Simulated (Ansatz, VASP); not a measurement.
Given: the input of a run of Ansatz 0.2.0 on CdInS2.

The input input.yaml:

```yaml
crystal:
  lattice:
    - [3.7905046686, 0.0, 0.0]
    - [-1.8952523343, 3.2826733362, 0.0]
    - [0.0, 0.0, 6.6714996014]
  atoms:
    - { symbol: In, position: [0.0, 0.0, 0.5] }
    - { symbol: Cd, position: [0.0, 0.0, 0.0] }
    - { symbol: S, position: [0.3333333333, 0.6666666667, 0.244951] }
    - { symbol: S, position: [0.6666666667, 0.3333333333, 0.755049] }
hamiltonian:
  xc: pbe
  pseudopotentials: { kind: paw }
kpoints:
  mp_grid: { grid: [8, 8, 4] }
scf:
  occupations: { method: fermi_dirac, width: 0.05 }
output:
  forces: true
  stress: true
  eigenvalues: true
```

Potentials or basis: Ansatz PAW.

Command:

```sh
$ ansatz run input.yaml --threads 2 --pin off --max-ram 5120MiB --backend cpu --events-out ev --progress --plain --runs-dir out
```

Task: Set up the same calculation for VASP 6.6.1. Potentials there: VASP PAW PBE potentials, release 64 (In_d, Cd, S).

Result: As run (the cutoff follows the program's own potentials):

Contents of INCAR:

```
PREC = Accurate
ENCUT = 520
EDIFF = 1E-7
ISMEAR = -1
SIGMA = 0.05
LREAL = False
LASPH = True
NELM = 100
ALGO = Normal
ISIF = 2
LWAVE = False
LCHARG = False
GGA = PE
NBANDS = 26
```

Contents of KPOINTS:

```
Automatic mesh
0
Gamma
  8 8 4
```

The input POSCAR:

```
CdInS2
1.0
    3.7905046686      0.0000000000      0.0000000000
   -1.8952523343      3.2826733362      0.0000000000
    0.0000000000      0.0000000000      6.6714996014
In Cd S
1 1 2
Direct
    0.0000000000      0.0000000000      0.5000000000
    0.0000000000      0.0000000000      0.0000000000
    0.3333333333      0.6666666667      0.2449510000
    0.6666666667      0.3333333333      0.7550490000
```

Potentials or basis: VASP PAW PBE potentials, release 64 (In_d, Cd, S).

Command:

```sh
$ cat potpaw_PBE.64/In_d/POTCAR potpaw_PBE.64/Cd/POTCAR potpaw_PBE.64/S/POTCAR > POTCAR
$ mpirun -np 1 vasp_std > vasp.out
```

Both were run:

|  | VASP | Ansatz | Ansatz less VASP |
| --- | --- | --- | --- |
| gap on the k mesh at the Fermi level (eV) | none | none | - |
| pressure (GPa) | 4.5 | 4.3 | -0.19 |
| largest component of the traceless stress (GPa) | 0.78 | 0.74 | -0.039 |
| rms of the force components (eV/Å) | 0.007 | 0.006 | -0.0012 |

Atom by atom the forces differ by 0.013 eV/Å (rms over components). A gap of «none» marks a metal or a gap that the smearing closes. The two sets of potentials don't hold the same shells in valence.
